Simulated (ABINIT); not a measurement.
# AlN (P6_3mc): a QSGW loop that did not settle

Aim: QSGW for AlN (P6_3mc), iterated from the one-shot result.

Program: ABINIT 10.8.3. Level of theory: LDA and many-body steps on it, plane waves. Results are calculated unless marked as measured.

The database entry behind the starting cell differs from later determinations by our own check (inner coordinate u about 0.002 short), so it need not match the best structure at ambient conditions.

**1. The starting structure**

It takes space group P6_3mc (No. 186, hexagonal). Conventional cell: a = 3.113 Å, b = 3.113 Å, c = 4.981 Å, α = 90.00°, β = 90.00°, γ = 120.00°. Al has 4 N at 1.89 Å nearest. Nearest to N lie 4 Al at 1.89 Å. Farther neighbours and most contacts between anions are not listed.

The cell and positions come from the Crystallography Open Database and are kept as given unless a step says otherwise.

**2. Ground state**

This step: ABINIT 10.8.3; DFT, LDA, plane waves, norm-conserving pseudopotentials.

The ground-state density comes first.

run.abi

```
acell 3*1.0 Angstrom
rprim 
  3.113000000011 -0.000000000003 0.000000000000
  -1.556500000003 2.695937081992 0.000000000000
  0.000000000000 0.000000000000 4.981000000000
ntypat 2
znucl 13 7
natom 4
typat 1 1 2 2
xred 
  0.333333333333 0.666666666667 0.000000000000
  0.666666666667 0.333333333333 0.500000000000
  0.333333333333 0.666666666667 0.380000000000
  0.666666666667 0.333333333333 0.880000000000
pp_dirpath "pseudos"
pseudos "Al.upf, N.upf"
ecut 36
ngkpt 6 6 4
nshiftk 1
shiftk 0 0 0
kptopt 1
chksymbreak 0
nband 14
occopt 1
tolvrs 1e-10
nstep 60
prtwf 0
optforces 0
optstress 0
indata_prefix "in"
outdata_prefix "out"
tmpdata_prefix "tmp"
```

The run is started by

```bash
OMP_NUM_THREADS=1 mpirun -n 4 abinit run.abi > log
```

Numbers of over 12 decimals in the logs are rounded to 6 here.

Output:

```text
.Version 10.8.3 of ABINIT. v10.8.2 released Aug 2026.

 Symmetries : space group P6_3 m c (#186); Bravais hP (primitive hexag.)
================================================================================
 Values of the parameters that define the memory need of the present run
     intxc =       0    ionmov =       0      iscf =       7    lmnmax =       6
     lnmax =       6     mgfft =      54  mpssoang =       3    mqgrid =    3001
     natom =       4  nloc_mem =       1    nspden =       1   nspinor =       1
[...]
psp_core            :  6.67244707056834E-01
local_psp           : -1.66983499131039E+01
non_local_psp       : -1.43022270682249E+00
total_energy        : -2.56861475271344E+01
total_energy_eV     : -6.98955681532103E+02
band_energy         :  2.79891230043073E-01

== END DATASET(S) ==============================================================
================================================================================

 -outvars: echo values of variables after computation  --------
           etotal     -2.5686147527E+01
            nband          14
             nkpt          21
          spgroup         186
 [... the other variables as echoed above ...]

 Calculation completed.
```

Run time: 14 s. Hardware: 4 MPI ranks of Arm Neoverse N1, shared host; peak memory 0.29 GiB; 55 s of CPU time.

Numbers from this step:

* total energy: -698.9557 eV
* gap: 4.255 eV
* k of the valence top: 0, 0, 0
* k of the conduction bottom: 0, 0, 0
* least direct gap: 4.255 eV

The gap is direct, at Γ.

**3. G0W0**

The self-energy is evaluated for the states that the input lists, and the levels follow from it, in one-shot runs by the linearised quasiparticle equation.

This step: G0W0 on LDA, plane waves, norm-conserving pseudopotentials.

run.abi: that of step 2 with these lines changed.

```diff
@@ -17,3 +17,3 @@
 ecut 36
-ngkpt 6 6 4
+ngkpt 3 3 2
 nshiftk 1
@@ -22,9 +22,18 @@
 chksymbreak 0
-nband 14
+istwfk *1
 occopt 1
-tolvrs 1e-10
-nstep 60
-prtwf 0
-optforces 0
-optstress 0
+irdwfk 1
+optdriver 4
+nband 39
+gwcalctyp 0
+ecutsigx 36
+symsigma 1
+nkptgw 1
+kptgw 
+  0.0000000000 0.0000000000 0.0000000000
+bdgw 
+  6 10
+ecuteps 4
+irdscr 1
+ppmodel 1
 indata_prefix "in"
```

Output:

```text
.Version 10.8.3 of ABINIT. v10.8.2 released Aug 2026.

 Symmetries : space group P6_3 m c (#186); Bravais hP (primitive hexag.)
[... echo of the input left out ...]
== DATASET  1 ==================================================================
-   mpi_nproc: 4, omp_nthreads: 1 (-1 if OMP is not activated)

--- !DatasetInfo
iteration_state: {dtset: 1, }
dimensions: {natom: 4, nkpt: 6, mband: 39, nsppol: 1, nspinor: 1, nspden: 1, mpw: 2934, }
cutoff_energies: {ecut:  36.0, pawecutdg:  -1.0, }
electrons: {nelect:   1.60000000E+01, charge:   0.00000000E+00, occopt:   1.00000000E+00, tsmear:   1.00000000E-02, }

 SIGMA: Calculation of the GW corrections

 Based on a program developped by R.W. Godby, V. Olevano, G. Onida, and L. Reining.
 Incorporated in ABINIT by V. Olevano, G.-M. Rignanese, and M. Torrent.
.Using double precision arithmetic ; gwpc =  8

[... cell and pseudopotentials left out ...]
--------------------------------------------------------------------------------

 ==== K-mesh for the wavefunctions ====
 Number of points in the irreducible wedge :     6
[... list of points left out ...]
 Together with 12 symmetry operations and time-reversal symmetry
 yields    18 points in the full Brillouin Zone.

 ==== Q-mesh for screening function ====
 Number of points in the irreducible wedge :     6
[... list of points left out ...]
 Together with 12 symmetry operations and time-reversal symmetry
 yields    18 points in the full Brillouin Zone.

 vcoul_init : cutoff-mode = AUXILIARY_FUNCTION
 q-points for optical limit:   1
     1)      0.000010    0.000020    0.000030
 setmesh: FFT mesh size selected  =    27x   27x   54
          total number of points  =        39366

 Number of electrons calculated from density =   16.0000; Expected =   16.0000
 average of density, n =  0.056718
 r_s =    1.6146
 omega_plasma =   22.9728 [eV]

 === KS Band Gaps ===
  >>>> For spin  1
   Minimum direct gap =   4.2550 [eV], located at k-point      :   0.0000  0.0000  0.0000
   Fundamental gap    =   4.2550 [eV], Top of valence bands at :   0.0000  0.0000  0.0000
                                       Bottom of conduction at :   0.0000  0.0000  0.0000
 SIGMA fundamental parameters:
 PLASMON POLE MODEL  1
 number of plane-waves for SigmaX                 2863
 number of plane-waves for SigmaC and W            111
 number of plane-waves for wavefunctions          2863
 number of bands                                    39
 number of independent spin polarizations            1
 number of spinorial components                      1
 number of k-points in IBZ                           6
 number of q-points in IBZ                           6
 number of symmetry operations                      12
 number of k-points in BZ                           18
 number of q-points in BZ                           18
 number of frequencies for dSigma/dE                 9
 frequency step for dSigma/dE [eV]                0.25
 number of omega for Sigma on real axis              0
 max omega for Sigma on real axis  [eV]           0.00
 zcut for avoiding poles [eV]                     0.10

 EPSILON^-1 parameters (SCR file):
 dimension of the eps^-1 matrix on file            111
 dimension of the eps^-1 matrix used               111
 number of plane-waves for wavefunctions          2863
 number of bands                                    39
 number of q-points in IBZ                           6
 number of frequencies                               2
 number of real frequencies                          1
 number of imag frequencies                          1

 matrix elements of self-energy operator (all in [eV])

 Perturbative Calculation

--- !SelfEnergy_ee
iteration_state: {dtset: 1, }
kpoint     : [   0.000,    0.000,    0.000, ]
spin       : 1
KS_gap     :    4.255
QP_gap     :    5.570
Delta_QP_KS:    1.315
data: !SigmaeeData |
     Band     E0 <VxcDFT>   SigX SigC(E0)      Z dSigC/dE  Sig(E)    E-E0       E
        6   5.481 -16.826 -20.889   3.831   0.793  -0.260 -17.010  -0.184   5.297
        7   5.481 -16.826 -20.889   3.831   0.793  -0.260 -17.010  -0.184   5.297
        8   5.659 -16.916 -20.711   3.661   0.795  -0.258 -17.022  -0.107   5.553
        9   9.914 -12.734  -7.790  -3.471   0.820  -0.219 -11.526   1.208  11.122
       10  12.222 -11.070  -5.601  -3.866   0.829  -0.206  -9.741   1.328  13.550

== END DATASET(S) ==============================================================
================================================================================

 -outvars: echo values of variables after computation  --------
           etotal      0.0000000000E+00
            nband          39
             nkpt           6
          spgroup         186
 [... the other variables as echoed above ...]

 Calculation completed.
```

Run time: 3.6 s. Hardware: 4 MPI ranks; peak memory 0.34 GiB.

**4. QSGW, cycle 1**

This step: QSGW on LDA, plane waves, norm-conserving pseudopotentials.

run.abi: that of step 3 with these lines changed.

```diff
@@ -27,10 +27,20 @@
 nband 39
-gwcalctyp 0
+gwcalctyp 28
 ecutsigx 36
-symsigma 1
-nkptgw 1
+symsigma 0
+nkptgw 6
 kptgw 
   0.0000000000 0.0000000000 0.0000000000
+  0.3333333333 0.0000000000 0.0000000000
+  0.3333333333 0.3333333333 0.0000000000
+  0.0000000000 0.0000000000 0.5000000000
+  0.3333333333 0.0000000000 0.5000000000
+  0.3333333333 0.3333333333 0.5000000000
 bdgw 
-  6 10
+  1 22
+  1 22
+  1 22
+  1 22
+  1 22
+  1 22
 ecuteps 4
```

Output:

```text
.Version 10.8.3 of ABINIT. v10.8.2 released Aug 2026.

 Symmetries : space group P6_3 m c (#186); Bravais hP (primitive hexag.)
[... echo of the input left out ...]
== DATASET  1 ==================================================================
-   mpi_nproc: 4, omp_nthreads: 1 (-1 if OMP is not activated)

--- !DatasetInfo
iteration_state: {dtset: 1, }
dimensions: {natom: 4, nkpt: 6, mband: 39, nsppol: 1, nspinor: 1, nspden: 1, mpw: 2934, }
cutoff_energies: {ecut:  36.0, pawecutdg:  -1.0, }
[...]
.  kptgw no:  4; Maximum DeltaE = (   2.149  -0.010) for band index: 19
.  kptgw no:  5; Maximum DeltaE = (   2.271  -0.003) for band index: 13
.  kptgw no:  6; Maximum DeltaE = (   2.452  -0.000) for band index: 14

== END DATASET(S) ==============================================================
================================================================================

 -outvars: echo values of variables after computation  --------
           etotal      0.0000000000E+00
            nband          39
             nkpt           6
          spgroup         186
 [... the other variables as echoed above ...]

 Calculation completed.
```

It took 26 s on 4 MPI ranks; peak memory 0.74 GiB; 1.7 min of CPU time.

**5. QSGW, cycle 2**

The corrected levels of the last cycle go back in.

run.abi: that of step 4 with these lines changed.

```diff
@@ -48,2 +48,3 @@
 ppmodel 1
+irdqps 1
 indata_prefix "in"
```

Output:

```text
.Version 10.8.3 of ABINIT. v10.8.2 released Aug 2026.

 Symmetries : space group P6_3 m c (#186); Bravais hP (primitive hexag.)
[... echo of the input left out ...]
== DATASET  1 ==================================================================
-   mpi_nproc: 4, omp_nthreads: 1 (-1 if OMP is not activated)

--- !DatasetInfo
iteration_state: {dtset: 1, }
dimensions: {natom: 4, nkpt: 6, mband: 39, nsppol: 1, nspinor: 1, nspden: 1, mpw: 2934, }
cutoff_energies: {ecut:  36.0, pawecutdg:  -1.0, }
[...]
.  kptgw no:  4; Maximum DeltaE = (  -1.056   0.006) for band index:  2
.  kptgw no:  5; Maximum DeltaE = (  -0.996   0.018) for band index:  2
.  kptgw no:  6; Maximum DeltaE = (  -1.025   0.024) for band index:  2

== END DATASET(S) ==============================================================
================================================================================

 -outvars: echo values of variables after computation  --------
           etotal      0.0000000000E+00
            nband          39
             nkpt           6
          spgroup         186
 [... the other variables as echoed above ...]

 Calculation completed.
```

The job ended after 26 s (4 MPI ranks; peak memory 0.74 GiB; 1.7 min of CPU time).

**6. QSGW, cycle 3**

run.abi is that of step 5.

Output:

```text
.Version 10.8.3 of ABINIT. v10.8.2 released Aug 2026.

 Symmetries : space group P6_3 m c (#186); Bravais hP (primitive hexag.)
[... echo of the input left out ...]
== DATASET  1 ==================================================================
-   mpi_nproc: 4, omp_nthreads: 1 (-1 if OMP is not activated)

--- !DatasetInfo
iteration_state: {dtset: 1, }
dimensions: {natom: 4, nkpt: 6, mband: 39, nsppol: 1, nspinor: 1, nspden: 1, mpw: 2934, }
cutoff_energies: {ecut:  36.0, pawecutdg:  -1.0, }
[...]
.  kptgw no:  4; Maximum DeltaE = (   0.467   0.000) for band index:  6
.  kptgw no:  5; Maximum DeltaE = (   0.448  -0.000) for band index: 13
.  kptgw no:  6; Maximum DeltaE = (   0.524   0.001) for band index: 13

== END DATASET(S) ==============================================================
================================================================================

 -outvars: echo values of variables after computation  --------
           etotal      0.0000000000E+00
            nband          39
             nkpt           6
          spgroup         186
 [... the other variables as echoed above ...]

 Calculation completed.
```

Wall time 25 s (4 MPI ranks); peak memory 0.74 GiB.

**7. QSGW, cycle 4**

run.abi is that of step 6.

Output:

```text
.Version 10.8.3 of ABINIT. v10.8.2 released Aug 2026.

 Symmetries : space group P6_3 m c (#186); Bravais hP (primitive hexag.)
[... echo of the input left out ...]
== DATASET  1 ==================================================================
-   mpi_nproc: 4, omp_nthreads: 1 (-1 if OMP is not activated)

--- !DatasetInfo
iteration_state: {dtset: 1, }
dimensions: {natom: 4, nkpt: 6, mband: 39, nsppol: 1, nspinor: 1, nspden: 1, mpw: 2934, }
cutoff_energies: {ecut:  36.0, pawecutdg:  -1.0, }
[...]
.  kptgw no:  4; Maximum DeltaE = (  -0.391   0.000) for band index:  6
.  kptgw no:  5; Maximum DeltaE = (  -0.341  -0.000) for band index:  8
.  kptgw no:  6; Maximum DeltaE = (  -0.366   0.000) for band index:  8

== END DATASET(S) ==============================================================
================================================================================

 -outvars: echo values of variables after computation  --------
           etotal      0.0000000000E+00
            nband          39
             nkpt           6
          spgroup         186
 [... the other variables as echoed above ...]

 Calculation completed.
```

The job ended after 26 s (4 MPI ranks; peak memory 0.74 GiB).

**8. QSGW, cycle 5**

run.abi is that of step 7.

Output:

```text
.Version 10.8.3 of ABINIT. v10.8.2 released Aug 2026.

 Symmetries : space group P6_3 m c (#186); Bravais hP (primitive hexag.)
[... echo of the input left out ...]
== DATASET  1 ==================================================================
-   mpi_nproc: 4, omp_nthreads: 1 (-1 if OMP is not activated)

--- !DatasetInfo
iteration_state: {dtset: 1, }
dimensions: {natom: 4, nkpt: 6, mband: 39, nsppol: 1, nspinor: 1, nspden: 1, mpw: 2934, }
cutoff_energies: {ecut:  36.0, pawecutdg:  -1.0, }
[...]
.  kptgw no:  4; Maximum DeltaE = (   0.313   0.000) for band index:  6
.  kptgw no:  5; Maximum DeltaE = (   0.274  -0.000) for band index:  8
.  kptgw no:  6; Maximum DeltaE = (   0.305   0.000) for band index: 13

== END DATASET(S) ==============================================================
================================================================================

 -outvars: echo values of variables after computation  --------
           etotal      0.0000000000E+00
            nband          39
             nkpt           6
          spgroup         186
 [... the other variables as echoed above ...]

 Calculation completed.
```

Wall time 25 s (4 MPI ranks); peak memory 0.74 GiB; 1.7 min of CPU time.

**9. QSGW, cycle 6**

run.abi is that of step 8.

Output:

```text
.Version 10.8.3 of ABINIT. v10.8.2 released Aug 2026.

 Symmetries : space group P6_3 m c (#186); Bravais hP (primitive hexag.)
[... echo of the input left out ...]
== DATASET  1 ==================================================================
-   mpi_nproc: 4, omp_nthreads: 1 (-1 if OMP is not activated)

--- !DatasetInfo
iteration_state: {dtset: 1, }
dimensions: {natom: 4, nkpt: 6, mband: 39, nsppol: 1, nspinor: 1, nspden: 1, mpw: 2934, }
cutoff_energies: {ecut:  36.0, pawecutdg:  -1.0, }
[...]
.  kptgw no:  4; Maximum DeltaE = (  -0.252  -0.000) for band index:  6
.  kptgw no:  5; Maximum DeltaE = (  -0.217   0.030) for band index:  2
.  kptgw no:  6; Maximum DeltaE = (  -0.241  -0.001) for band index: 13

== END DATASET(S) ==============================================================
================================================================================

 -outvars: echo values of variables after computation  --------
           etotal      0.0000000000E+00
            nband          39
             nkpt           6
          spgroup         186
 [... the other variables as echoed above ...]

 Calculation completed.
```

Elapsed: 25 s, on 4 MPI ranks; peak memory 0.74 GiB; 99 s of CPU time.

**10. QSGW, cycle 7**

run.abi is that of step 9.

Output:

```text
.Version 10.8.3 of ABINIT. v10.8.2 released Aug 2026.

 Symmetries : space group P6_3 m c (#186); Bravais hP (primitive hexag.)
[... echo of the input left out ...]
== DATASET  1 ==================================================================
-   mpi_nproc: 4, omp_nthreads: 1 (-1 if OMP is not activated)

--- !DatasetInfo
iteration_state: {dtset: 1, }
dimensions: {natom: 4, nkpt: 6, mband: 39, nsppol: 1, nspinor: 1, nspden: 1, mpw: 2934, }
cutoff_energies: {ecut:  36.0, pawecutdg:  -1.0, }
[...]
.  kptgw no:  4; Maximum DeltaE = (   0.204   0.000) for band index:  6
.  kptgw no:  5; Maximum DeltaE = (   0.179   0.000) for band index:  8
.  kptgw no:  6; Maximum DeltaE = (   0.195   0.000) for band index: 13

== END DATASET(S) ==============================================================
================================================================================

 -outvars: echo values of variables after computation  --------
           etotal      0.0000000000E+00
            nband          39
             nkpt           6
          spgroup         186
 [... the other variables as echoed above ...]

 Calculation completed.
```

Wall time 26 s (4 MPI ranks); peak memory 0.74 GiB.

**11. The gaps**

| run | starting gap (eV) | gap (eV) |
| --- | --- | --- |
| G0W0 | 4.255 | 5.569 |
| QSGW, cycle 1 | 4.255 | 5.863 |
| QSGW, cycle 2 | 4.255 | 6.393 |
| QSGW, cycle 3 | 4.255 | 6.270 |
| QSGW, cycle 4 | 4.255 | 6.421 |
| QSGW, cycle 5 | 4.255 | 6.308 |
| QSGW, cycle 6 | 4.255 | 6.399 |
| QSGW, cycle 7 | 4.255 | 6.326 |
| QSGW, cycle 8 | 4.255 | 6.385 |

**12. Outcome**

```json
{"outcome": "loop not settled, no gap to quote", "settings": "3×3×2 mesh, 39 bands, screening to 108.8 eV"}
```

**Reading.** The loop did not meet its test in 8 cycles; the last steps moved the gap by +0.091, −0.073 and +0.059 eV. None of its gaps is a result. No run here shows the cause. The 3×3×2 mesh is coarse for this cell, which bears on the long-range parts of exchange and screening. In the updated screening the q = 0 part is built from Kohn-Sham bands under a rigid shift, the other q from the quasiparticle levels.

[Paths, hosts, dates, memory and timing lines, banners, echoed tables and standing remarks are left out of the program output.]

[Logs are printed without paths, hosts, clocks, repeated set-up lines and the standing remarks that a program may print on its own settings, such as how far it seeks lower states.]

[Runs of the session that timed out or met a known fault of the program may be left out.]

[Hosts, paths, dates, database ids (printed as entryN), source tags and the programs' standing remarks are cut or masked in the printed files.]

[G0W0 gaps are taken among the corrected bands and points alone; a level outside them can change the order at an edge.]

[Where Ansatz stands beside ABINIT at settings called matched, ABINIT's density can come from a denser mesh and the files from another edition; pairs whose starting gaps differed by over 0.03 eV were left out, so agreement reads better than it is.]
